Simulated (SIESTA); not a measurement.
The system is Br.

```
Br
1.0
     3.36325   -2.32255    0.00000
     3.36325    2.32255    0.00000
     0.00000    0.00000    8.70230
Br
4
Cartesian
  3.3632 0.6266 3.3948
  3.3632 1.6959 7.7459
  3.3632 -0.6266 5.3075
  3.3632 -1.6959 0.9564
```

Base run:

* Program: SIESTA 5.4.2
* Functional: BLYP
* Potentials or basis: PseudoDojo 0.4 standard (PBE files)
* Basis: DZP (energy shift 0.003 Ry)
* Grid cutoff: 500 Ry
* Energy shift: 0.003 Ry
* k mesh: 7 × 7 × 3
* Occupations: fermi-dirac, width 0.05 eV
* Spin: no spin polarisation

Its results: band gap on the k mesh 1.84 eV, indirect (least direct gap 1.85 eV); pressure 4.1 GPa; largest force 1.878 eV/Å.

After a change of settings the same cell gave: band gap on the k mesh 1.83 eV, indirect (least direct gap 1.85 eV); pressure 2.0 GPa; largest force 1.423 eV/Å. Which change was it?
A. functional from BLYP to vdW-DF-cx
B. functional from BLYP to PBE
C. functional from BLYP to AM05; potentials or basis from PseudoDojo 0.4 standard (PBE files) to PseudoDojo 0.4 standard (PBEsol files)
D. functional from BLYP to PBEsol; potentials or basis from PseudoDojo 0.4 standard (PBE files) to PseudoDojo 0.4 standard (PBEsol files)

B.

PBE binds more tightly than BLYP, so the same cell stands under less pressure.

Caveats: the basis of atomic orbitals isn't converged, which shifts pressures, moduli and gaps; the potentials were made for another functional, which shifts forces and pressure (some runs); forces of over 1 eV/Å show positions far from the minimum, so gaps and moduli don't describe the material at rest (some runs).

Not every run made on this cell is shown here.
